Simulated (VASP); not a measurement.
Runs of VASP 6.6.1 on ZnS (Wurtzite-4H). It takes space group P6_3mc (No. 186, hexagonal). The conventional cell has a = 3.823 Å, b = 3.823 Å, c = 12.520 Å, α = 90.00°, β = 90.00°, γ = 120.00°. Zn (site symmetry 3m) has 4 S at 2.34 to 2.35 Å as nearest neighbours. Around Zn (site symmetry 3m) lie 4 S at 2.34 to 2.35 Å. Around S (site symmetry 3m) lie 4 Zn at 2.34 to 2.35 Å. S (site symmetry 3m) is surrounded by 4 Zn at 2.34 to 2.35 Å. 

```tsv
task	level	cell	cutoff (eV)	smearing	gap on the mesh (eV)	pressure (GPa)	relaxed volume (Å³/atom)	largest force (eV/Å)
band structure	AM05	as given	520	fermi-dirac 0.05 eV	(c)	-1.5	-	0.04
band structure	BLYP	as given	520	fermi-dirac 0.05 eV	(a)	-	-	-
single point	PBE	as given	520	gaussian 0.011 eV	2.13	(b)	-	0.04
relaxation of cell and atoms	PBEsol+D4	relaxed	600	fermi-dirac 0.05 eV	2.20	0.0	18.92	0.01
relaxation of cell and atoms	revPBE+D3	relaxed	600	fermi-dirac 0.05 eV	2.38	0.0	19.27	0.01
```

Alike in all rows: potentials or basis VASP PAW PBE potentials, release 64 (Zn, S); no spin polarisation; k mesh 8 × 8 × 3.

**Question.** Estimate the missing entries.

**Answer.** (a) 2.14; (b) 1.5; (c) 2.12.

Caveats: the PAW data sets were made with another functional, which shifts forces and pressure a little (some runs); an odd mesh through Γ misses points on the zone boundary, where band edges often lie (some runs).
